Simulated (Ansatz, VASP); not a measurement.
**LiH: VASP beside Ansatz**

```
CELL_PARAMETERS angstrom
0.01148 2.01448 2.01448
2.01448 0.01148 2.01448
2.01448 2.01448 0.01148
ATOMIC_POSITIONS crystal
Li 0.00000 0.00000 0.00000
H 0.50000 0.50000 0.50000
```

Change from the starting cell: shear_111 strain +0.9%.

Alike in both runs: task single point; functional r2SCAN; k mesh 10 × 10 × 10; no spin polarisation.

|  | VASP | Ansatz |
| --- | --- | --- |
| version | VASP 6.6.1 | Ansatz 0.2.0 |
| potentials or method | VASP PAW PBE potentials, release 64 (Li_sv, H) | plane waves, PAW |
| plane-wave cutoff (eV) | 520 | 500 |
| occupations | gaussian, width 0.01 eV | fixed |
| valence electrons in the cell | 4 | 4 |

|  | VASP | Ansatz | Ansatz less VASP |
| --- | --- | --- | --- |
| gap on the k mesh at the Fermi level (eV) | 3.59 | 3.64 | +0.049 |

 A k mesh can miss the band edges.
